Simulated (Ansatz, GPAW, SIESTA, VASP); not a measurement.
One calculation of InPd, 5 ways

```xyz
2
Lattice="3.2719 0.0000 0.0000 0.0000 3.2719 0.0000 0.0000 0.0000 3.2719" Properties=species:S:1:pos:R:3 pbc="T T T"
In    0.0000    0.0000    0.0000
Pd    1.6359    1.6359    1.6359
```

The cell comes from a database or a generator and needn't be the stable form of this composition.

Alike in all runs: task band structure; functional PBE; k mesh 8 × 8 × 8; occupations fermi-dirac, width 0.05 eV; no spin polarisation; no spin-orbit coupling. Pressure is positive in compression and, in plane waves, holds the error of the finite cutoff.

| program and potentials | plane-wave cutoff (eV) | notes | pressure (GPa) |
| --- | --- | --- | --- |
| SIESTA, files PseudoDojo sr-pbe-0.4.1-standard, DZP (energy shift 0.003 Ry; two zetas on semicore shells) | - | atomic basis; 15.5 valence electrons an atom on average | 4.08 |
| VASP, PBE PAW files In, Pd, 500 eV | 500 | 6.5 valence electrons an atom on average | 3.26 |
| VASP, PBE PAW files In_d, Pd, 520 eV | 520 | 11.5 valence electrons an atom on average | 3.64 |
| GPAW, GPAW PAW data sets (gpaw-data 1.2.1) | 600 | 14.5 valence electrons an atom on average | ? |
| Ansatz, all-electron LAPW, scalar-relativistic | - | - | 3.61 |

**Question.** Estimate from the other rows what the run with GPAW, GPAW PAW data sets (gpaw-data 1.2.1) gave.

**Answer.** Pressure 3.29 GPa. The other rows, which needn't bracket it: pressure 3.26 to 4.08.
